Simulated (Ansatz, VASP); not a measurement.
**BaTe in VASP and in Ansatz**

POSCAR

```
BaTe
1.0
   -0.0529683125      3.5312208308      3.5312208308
    3.4782525183      0.0000000000      3.4782525183
    3.5312208308      3.5312208308     -0.0529683125
Ba Te
1 1
Direct
    0.0000000000      0.0000000000      0.0000000000
    0.5000000000      0.5000000000      0.5000000000
```

File INCAR.step1:

```
  PREC = Accurate
  ENCUT = 520
  ISMEAR = 0
  SIGMA = 0.05
  LREAL = False
  LASPH = True
  NELM = 100
  NBANDS = 15
  GGA = PE
  ALGO = Normal
  EDIFF = 1E-4
  LWAVE = True
  LCHARG = False
```

Contents of INCAR.step2:

```
  PREC = Accurate
  ENCUT = 520
  EDIFF = 1E-7
  ISMEAR = 0
  SIGMA = 0.05
  LREAL = False
  LASPH = True
  NELM = 100
  ALGO = Normal
  ISIF = 2
  LWAVE = False
  LCHARG = False
  METAGGA = R2SCAN
  LMIXTAU = True
  NBANDS = 15
  ISTART = 1
```

KPOINTS

```
regular mesh
0
Gamma
  8 8 8
```

Input for Ansatz:

```yaml
crystal:
  lattice:
    - [-0.0529683125, 3.5312208308, 3.5312208308]
    - [3.4782525183, 0.0, 3.4782525183]
    - [3.5312208308, 3.5312208308, -0.0529683125]
  atoms:
    - { symbol: Ba, position: [0.0, 0.0, 0.0] }
    - { symbol: Te, position: [0.5, 0.5, 0.5] }
basis:
  ecutwfc: 500
kpoints:
  mp_grid: { grid: [8, 8, 8] }
hamiltonian:
  xc: r2scan
scf:
  occupations: { method: gaussian, width: 0.05 }
output:
  forces: true
  stress: true
  eigenvalues: true
```

Change from the starting cell: strain -0.0300 x Voigt [0, 0, 0, 0, 1, 0], atoms carried along.

Alike in both runs: task single point; functional r2SCAN; k mesh 8 × 8 × 8; occupations gaussian, width 0.05 eV; no spin polarisation.

```csv
,VASP,Ansatz
version,VASP 6.6.1,Ansatz 0.2.0
potentials or method,"VASP PAW PBE potentials, release 64 (Ba_sv, Te)","scalar-relativistic, plane waves, PAW"
plane-wave cutoff (eV),520,500
valence electrons in the cell,16,26
```

|  | VASP | Ansatz | Ansatz less VASP |
| --- | --- | --- | --- |
| gap on the k mesh at the Fermi level (eV) | 1.87 | 1.95 | +0.073 |
| least direct gap on the mesh (eV) | 2.25 | 2.29 | +0.047 |
| pressure (GPa) | 0.3 | 0.0 | -0.32 |
| largest component of the traceless stress (GPa) | 0.36 | 0.36 | +0.002 |

The functional is the same, so the differences come from potentials, cutoffs and numerics. The two sets of potentials don't hold the same shells in valence.

Caveats: the PAW data sets were made with another functional, which shifts forces and pressure a little (VASP); spin-orbit coupling is left out, which moves the levels of the heavy elements. A k mesh can miss the band edges.
